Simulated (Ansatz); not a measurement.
# TiO2 (P1) in Ansatz: band structure with PBE+U

Aim: the band structure of TiO2 with PBE+U.

All numbers are computed with Ansatz 0.2.0; they aren't measurements. Logs are shortened: lines on timing, memory, paths and dates and some standing lists are left out, and cuts for length are marked.

## 1. Starting point

The typed cell holds 9 atoms: a = 2.968 Å, b = 4.708 Å, c = 7.241 Å, α = 88.08°, β = 78.18°, γ = 90.00°.

The cell comes from a database or a generator and needn't be the stable form of this composition.

## 2. Band structure, PBE+U

input.yaml

```yaml
crystal:
  lattice:
    - [2.9682645463, 0.0, 0.0]
    - [0.0002080834, 4.7076067549, 0.0]
    - [1.4835696211, 0.242353462, 7.0834647979]
  atoms:
    - { symbol: Ti, position: [0.00337187, 0.00038881, 0.00070319] }
    - { symbol: Ti, position: [0.34464021, 0.48025965, 0.31695987] }
    - { symbol: Ti, position: [0.66170814, 0.52047436, 0.68449636] }
    - { symbol: O, position: [0.44003816, 0.18543769, 0.1285388] }
    - { symbol: O, position: [0.77792634, 0.29772875, 0.45187807] }
    - { symbol: O, position: [0.10123624, 0.30895342, 0.80624322] }
    - { symbol: O, position: [0.90649721, 0.69183699, 0.19517157] }
    - { symbol: O, position: [0.22940715, 0.70300728, 0.54951473] }
    - { symbol: O, position: [0.56802567, 0.81530006, 0.87282718] }
hamiltonian:
  xc: pbe
  pseudopotentials: { kind: paw }
  hubbard: { sites: [{ species: Ti, l: d, u_eff: 3.0 }] }
kpoints:
  mp_grid: { grid: [9, 6, 4] }
  band_path:
    path:
      - [[0.0, 0.0, 0.5], [0.0, 0.0, 0.0], [0.0, 0.5, 0.0]]
      - [[0.0, 0.5, 0.5], [0.0, 0.0, 0.0], [-0.5, -0.5, -0.5]]
      - [[-0.5, -0.5, 0.0], [0.0, 0.0, 0.0], [-0.5, 0.0, -0.5]]
      - [[-0.5, 0.0, 0.0], [0.0, 0.0, 0.0]]
    npoints: 10
scf:
  occupations: { method: fermi_dirac, width: 0.05 }
  n_extra_bands: 22
output:
  forces: true
  stress: true
  eigenvalues: true
  fatbands: true
```

Potentials or basis: Ansatz PAW.

Run with:

```sh
$ ansatz run input.yaml --threads 4 --pin off --max-ram 11264MiB --backend cpu --events-out ev --progress --plain --runs-dir out
```

Log:

```text
Warning: RAYON_NUM_THREADS=4 ignored (pool sized by the plan → 4); use --threads N
Ti: projections on atomic orbitals take those of the free atom [Ne] 3s2 3p6 3d2 4s2, of charge +0.00 (hamiltonian.pseudopotentials.projection_atoms); the dataset's partial waves leave at most 4.1e-7 of an orbital's norm unspanned inside its sphere
O: projections on atomic orbitals take those of the free atom [He] 2s2 2p4, of charge +0.00 (hamiltonian.pseudopotentials.projection_atoms); the dataset's partial waves leave at most 1.9e-8 of an orbital's norm unspanned inside its sphere
scf.n_extra_bands = 22 over 36 filled bands (N_el = 72.0): the run solves 58 bands
Engine: ansatz 0.2.0, aarch64-unknown-linux-gnu
Pseudopotentials: kind: paw
Pseudopotential: Ti, paw, valence charge 12, recommended cutoff 420 eV (normal), Ti.paw.azcp
Pseudopotential: O, paw, valence charge 6, recommended cutoff 420 eV (normal), O.paw.azcp
Functional definition: PBE
  parameter kappa = 0.804
  parameter beta = 0.06672455060314922
  exchange = pbe_x(kappa = kappa, mu = beta*pi^2/3)
  correlation = pbe_c(beta = beta)
Crystal: 9 atoms, lattice volume = 98.980 Å³
Basis set: ecut = 420 eV, 1911 PW (Γ), exchange–correlation on 40×64×100 points (8 copies of the dense FFT grid, shifted against one another)
Bands: 58, of which v1, the nominal top of the filled ones, is band 36 counted from 1 (35 counted from 0)
Symmetry: 1 space group operations
Space group: P1 (ITA 1), of the structure as read, at distance tolerance 4.6e-5 Å
k-points: 110 of 216 (time reversal used)
Non-local potential: Ti, projectors of the file, l = 0: 3, l = 1: 2, l = 2: 3, l = 3: 1
Non-local potential: O, projectors of the file, l = 0: 2, l = 1: 2, l = 2: 1
PAW form: soft (Blöchl's): semilocal exchange-correlation on the pseudo side does not see the compensation charge
PAW one-centre angular grid: Ti, 590 points (default); XC on 64 Gauss nodes
PAW one-centre angular grid: O, 110 points (default); XC on 64 Gauss nodes
Initial density: superposition of atomic densities (chi_scale 0.1, normalization cell, long waves of neutral atoms under a Hubbard term (reshape's long-wave potential 0.06 eV rms, cloud 2.26 Å wide))
Initial wavefunctions: pseudopotential atomic-orbital guess
Functional: x = pbe(κ = 0.804, μ = 0.2195149727645171), c = pbe(β = 0.06672455060314922)
SCF iter   1: F=—  HF=-10909.191212 eV  |F-HF|=—  |Δ(HF+E_count)|=         —  Δρ=8.21e-2  dr2=7.07e0  ethr=3.10e-3  ⟨swp⟩=6.0  Hψ=25387  notcnv=0  defer=429
preconditioner: auto → Resta (q_TF=auto, 2.587 Å⁻¹)  ε∞=4.5  [insulator: Δε(μ)=3.197 eV  Ē_g=13.902 eV  σ=0.050 eV  W_gap=1.00  n_scr=30 (ndim 8)  ℏωp=25.9 eV  f_vac=0.001  D(μ)=0.00/eV (n_scr^D=0)  ε∞_Penn≈4.5]
SCF iter   2: F=—  HF=-10908.422519 eV  |F-HF|=—  |Δ(HF+E_count)|=   7.69e-1  Δρ=5.32e-2  dr2=2.29e0  ethr=3.10e-3  ⟨swp⟩=2.2  Hψ=10904  notcnv=0  defer=1452
SCF iter   3: F=—  HF=-10908.217767 eV  |F-HF|=—  |Δ(HF+E_count)|=   2.05e-1  Δρ=2.45e-2  dr2=6.11e-1  ethr=3.10e-3  ⟨swp⟩=2.0  Hψ=7868  notcnv=0  defer=1452
SCF iter   4: F=—  HF=-10908.229387 eV  |F-HF|=—  |Δ(HF+E_count)|=   1.16e-2  Δρ=1.04e-2  dr2=1.31e-1  ethr=8.48e-4  ⟨swp⟩=2.0  Hψ=8145  notcnv=0  defer=1442
SCF iter   5: F=—  HF=-10908.230228 eV  |F-HF|=—  |Δ(HF+E_count)|=   8.41e-4  Δρ=3.65e-3  dr2=1.65e-2  ethr=1.82e-4  ⟨swp⟩=2.2  Hψ=8709  notcnv=0  defer=1442
SCF iter   6: F=—  HF=-10908.231415 eV  |F-HF|=—  |Δ(HF+E_count)|=   1.19e-3  Δρ=1.19e-3  dr2=1.75e-3  ethr=2.30e-5  ⟨swp⟩=2.0  Hψ=7959  notcnv=0  defer=1442
SCF iter   7: F=—  HF=-10908.233299 eV  |F-HF|=—  |Δ(HF+E_count)|=   1.88e-3  Δρ=4.44e-4  dr2=1.70e-4  ethr=2.43e-6  ⟨swp⟩=2.0  Hψ=7522  notcnv=0  defer=1442
SCF iter   8: F=—  HF=-10908.233371 eV  |F-HF|=—  |Δ(HF+E_count)|=   7.24e-5  Δρ=2.60e-4  dr2=5.74e-5  ethr=2.36e-7  ⟨swp⟩=2.0  Hψ=7561  notcnv=0  defer=1442
SCF iter   9: F=—  HF=-10908.233379 eV  |F-HF|=—  |Δ(HF+E_count)|=   7.55e-6  Δρ=7.31e-5  dr2=8.23e-6  ethr=7.97e-8  ⟨swp⟩=2.0  Hψ=7542  notcnv=0  defer=1442
SCF iter  10: F=—  HF=-10908.233380 eV  |F-HF|=—  |Δ(HF+E_count)|=   1.58e-6  Δρ=3.32e-5  dr2=1.26e-6  ethr=1.14e-8  ⟨swp⟩=2.0  Hψ=6901  notcnv=0  defer=1442
SCF iter  11: F=—  HF=-10908.233381 eV  |F-HF|=—  |Δ(HF+E_count)|=   8.52e-7  Δρ=1.20e-5  dr2=1.48e-7  ethr=1.75e-9  ⟨swp⟩=2.0  Hψ=6959  notcnv=0  defer=1442
SCF iter  12: F=-10908.233381 eV  HF=-10908.233381 eV  |F-HF|=1.51e-8  |Δ(HF+E_count)|=   1.17e-7  Δρ=5.77e-6  dr2=3.29e-8  ethr=1.39e-10  ⟨swp⟩=12.2  Hψ=29989  notcnv=0
SCF 1 converged in 12 iterations: F = -10908.233381 eV  dr2 = 3.29e-8
NSCF: frozen V_eff on 74 k-points
SCF converged after 12 iterations
Free energy (F): -10908.233381 eV
Harris-Foulkes:  -10908.233381 eV  (|F-HF|=1.51e-8)
Internal energy: -10908.233381 eV  (E = F + TS)
E sigma→0 (E₀):  -10908.233381 eV
Fermi energy:    9.475937 eV
--- Per-component energies (eV) ---
  E_band       = -653.212530
  E_kinetic    = 1871.039991
  E_local      = -5201.737373  (includes V_loc(G=0)·N_el)
  E_nonlocal   = 291.795299
  E_hartree    = 2014.493054
  E_xc         = -740.107660
  E_vxc        = -937.291931  (∫ρ·V_xc dr)
  E_hubbard    = 7.323901  (on-site DFT+U / exact-exchange correction)
  E_vhub       = 5.028354  (the Hubbard potential's part of the band-sum identity)
  E_paw        = -4081.407956  (= ΣΔE_a)
  E_vpaw       = -711.049409  (= ΣTr[D̂ρ^β])
  E_aug_tail   = 0.015456  (compensation charges beyond the density's cutoff)
  E_ewald      = -5069.648093
  E_smearing   = -0.000000  (= −TS)
  E_closure    = -0.000000  (closes the sum)
  Σ components = -10908.233381   (vs F -10908.233381, Δ=0.00e0)
--- Forces (eV/Å), atoms counted from 1 ---
  atom   1  Ti     0.00629194    -0.00211158     0.00185292
  atom   2  Ti     0.01126719     0.06352336    -0.07212871
  atom   3  Ti     0.00310903    -0.06022306     0.06730435
  atom   4  O     -0.00402586    -0.02490085    -0.00905787
  atom   5  O      0.00424423    -0.13637329     0.05436776
  atom   6  O     -0.00379872     0.00257414    -0.04075091
  atom   7  O     -0.00381559    -0.00446625     0.04051885
  atom   8  O     -0.00540120     0.13532671    -0.05250010
  atom   9  O     -0.00787051     0.02665253     0.01039312
  max |Σ_I F_I| component: 1.71e-6 eV/Å
--- Stress (GPa, compression-positive) ---
        7.672023      -0.017586       0.006775
       -0.017586       5.121371       0.094598
        0.006775       0.094598       5.895921
  P = ⅓ Tr σ = 6.2298 GPa (62.298 kbar)
--- Band table (eV; the first three rows and the last of 110) ---
  k-point 0: bands = ["-49.2772", "-49.1202", "-49.0861", "-25.5291", "-25.5012", "-25.4588", "-25.3555", "-25.3274", "-25.2884", "-25.2117", "-25.1890", "-25.1375", "-9.7804", "-8.7822", "-8.6752", "-8.1872", "-8.1461", "-7.8502", "3.2376", "3.4756", "3.8062", "4.0356", "4.4755", "4.5986", "4.9128", "4.9372", "5.0224", "5.5529", "6.1192", "6.5218", "6.5437", "7.2722", "7.6790", "7.7892", "7.8913", "8.1386", "10.8133", "11.1768", "11.2918", "11.3883", "11.5967", "11.6203", "11.8942", "12.1157", "12.8060", "13.2806", "13.9978", "14.5633", "14.6167", "14.8573", "15.6196", "15.8730", "18.8612", "19.2867", "19.8011", "22.1861", "22.3752", "23.4069"]
  k-point 1: bands = ["-49.2772", "-49.1204", "-49.0863", "-25.5409", "-25.4974", "-25.4424", "-25.3556", "-25.3385", "-25.2802", "-25.2171", "-25.1886", "-25.1378", "-9.6870", "-9.0656", "-8.5894", "-8.1496", "-8.0486", "-7.8744", "3.0509", "3.4805", "3.7572", "4.2281", "4.4810", "4.5926", "4.6247", "4.9203", "5.3872", "5.7708", "6.1898", "6.4379", "6.7601", "7.2629", "7.5244", "7.5320", "7.6860", "8.1897", "10.8737", "11.2576", "11.2918", "11.3294", "11.5254", "11.5463", "11.8662", "12.2943", "12.8206", "13.1265", "14.2971", "14.4930", "14.7126", "14.8119", "15.4766", "16.2092", "18.1135", "19.6889", "20.0389", "21.5654", "22.2734", "23.4625"]
  k-point 2: bands = ["-49.2772", "-49.1206", "-49.0865", "-25.5494", "-25.4944", "-25.4276", "-25.3557", "-25.3478", "-25.2742", "-25.2229", "-25.1883", "-25.1381", "-9.4507", "-9.4010", "-8.5787", "-8.1083", "-7.9437", "-7.9254", "2.8893", "3.5058", "3.8436", "4.2630", "4.3744", "4.4867", "4.5869", "4.9041", "5.7367", "6.1947", "6.4172", "6.4197", "6.5700", "7.0115", "7.2729", "7.3523", "7.8761", "8.0469", "10.9062", "11.1761", "11.3121", "11.4450", "11.4631", "11.6507", "11.6734", "12.4686", "12.7875", "13.0400", "14.5308", "14.6128", "14.6316", "14.8380", "15.2610", "16.9400", "17.2064", "19.8612", "20.6168", "20.7559", "22.1460", "23.7307"]
  k-point 109: bands = ["-49.2399", "-49.0688", "-49.0632", "-25.7576", "-25.6068", "-25.6006", "-25.4253", "-25.4060", "-25.2916", "-25.2671", "-25.2433", "-25.2385", "-8.6704", "-8.5886", "-8.3524", "-8.2706", "-8.1673", "-8.0402", "3.5904", "3.7540", "4.0710", "4.2178", "4.3231", "4.5644", "4.6828", "5.0197", "5.2570", "5.8203", "6.0810", "6.1821", "6.4050", "6.5257", "6.7481", "6.8735", "7.1367", "7.3910", "11.0638", "11.1671", "11.6268", "11.8069", "11.9441", "12.0510", "12.1021", "12.3083", "12.4325", "13.3706", "13.4314", "14.0831", "14.2760", "14.9998", "15.0675", "19.8174", "20.0928", "21.0250", "21.8773", "22.4388", "22.8497", "23.5540"]
Occupation matrices written to <dir>
```

Wall time 29 s (4 threads of Arm Neoverse V2, shared host); peak memory 0.92 GiB.

Results:

```
Free energy             : -10908.2334 eV
Pressure                : 6.2 GPa
Largest force           : 0.147 eV/Å
Band gap on the k mesh  : 2.62 eV, indirect (least direct gap 2.67 eV)
Band gap along the path : 2.62 eV, indirect (least direct gap 2.66 eV)
```

Forces on the atoms (eV/Å):
```
Ti   0.006 -0.002  0.002
Ti   0.011  0.064 -0.072
Ti   0.003 -0.060  0.067
O   -0.004 -0.025 -0.009
O    0.004 -0.136  0.054
O   -0.004  0.003 -0.041
O   -0.004 -0.004  0.041
O   -0.005  0.135 -0.053
O   -0.008  0.027  0.010
```

Stress tensor (GPa, compression positive):
```
 7.67 -0.02  0.01
-0.02  5.12  0.09
 0.01  0.09  5.90
```

Levels at the corners of the path, in eV from the valence-band top:
| point | band 32 | band 33 | band 34 | band 35 | band 36 | band 37 | band 38 | band 39 | band 40 | band 41 |
| --- | --- | --- | --- | --- | --- | --- | --- | --- | --- | --- |
| X | -1.18 | -0.92 | -0.84 | -0.32 | -0.15 | 2.71 | 2.98 | 3.12 | 3.25 | 3.27 |
| Γ | -0.92 | -0.51 | -0.40 | -0.30 | -0.05 | 2.62 | 2.98 | 3.10 | 3.20 | 3.40 |
| Y | -1.21 | -1.16 | -0.95 | -0.85 | -0.81 | 2.65 | 2.94 | 3.09 | 3.27 | 3.40 |
| L | -1.36 | -0.92 | -0.80 | -0.77 | -0.29 | 2.66 | 2.86 | 2.99 | 3.14 | 3.42 |
| Γ | -0.92 | -0.51 | -0.40 | -0.30 | -0.05 | 2.62 | 2.98 | 3.10 | 3.20 | 3.40 |
| Z | -1.40 | -1.24 | -0.79 | -0.70 | -0.61 | 2.75 | 2.88 | 3.29 | 3.69 | 3.73 |
| N | -1.40 | -1.24 | -0.79 | -0.70 | -0.61 | 2.75 | 2.88 | 3.29 | 3.69 | 3.73 |
| Γ | -0.92 | -0.51 | -0.40 | -0.30 | -0.05 | 2.62 | 2.98 | 3.10 | 3.20 | 3.40 |
| M | -1.76 | -1.57 | -1.31 | -1.17 | -1.07 | 2.88 | 2.92 | 3.50 | 3.70 | 3.80 |
| R | -1.76 | -1.56 | -1.31 | -1.17 | -1.07 | 2.88 | 2.92 | 3.50 | 3.70 | 3.80 |
| Γ | -0.92 | -0.51 | -0.40 | -0.30 | -0.05 | 2.62 | 2.98 | 3.10 | 3.20 | 3.40 |

Eigenvalues of the final occupation matrices:
```
  site  spin  trace               eigenvalues
site 1     1   1.06  0.13 0.16 0.16 0.30 0.30
site 2     1   1.07  0.15 0.16 0.16 0.30 0.31
site 3     1   1.07  0.15 0.16 0.16 0.30 0.31
```

Caveat: the pressure holds a Pulay correction of +0.7 GPa for the finite cutoff.
